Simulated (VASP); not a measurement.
Input:

```yaml
crystal:
  lattice:
    - [4.26280, 0.00000, 0.00000]
    - [0.00000, 4.26280, 0.00000]
    - [0.00000, 0.00000, 27.20403]
  atoms:
    - { symbol: Br, position: [0.00000, 0.50000, 0.33122] }
    - { symbol: Br, position: [0.00000, 0.50000, 0.55456] }
    - { symbol: Br, position: [0.50000, 0.00000, 0.44544] }
    - { symbol: Br, position: [0.50000, 0.00000, 0.66878] }
    - { symbol: Na, position: [0.50000, 0.00000, 0.33680] }
    - { symbol: Na, position: [0.00000, 0.50000, 0.44325] }
    - { symbol: Na, position: [0.50000, 0.00000, 0.55675] }
    - { symbol: Na, position: [0.00000, 0.50000, 0.66320] }
```

Method: PBE GGA, VASP's PBE PAW potentials (set 64) (plane waves; VASP). Run with PREC = Normal, 400 eV cut-off, 5×5×1 Γ-centred mesh, Gaussian smearing of 0.050 eV, potentials Br Na_pv.

Estimate the energy per atom (σ→0), band gap (on the k-mesh) with the smallest direct gap where there is one.

```yaml
band gap (on the k-mesh): 4.18 eV
smallest direct gap (on the k-mesh): 4.18 eV
energy per atom (σ→0): -3.026 eV/atom
```

Total energies compare only between runs with the same potentials, cut-off and functional.

The cell is a thin slab with vacuum, built from NaBr (rock salt): (100) face.
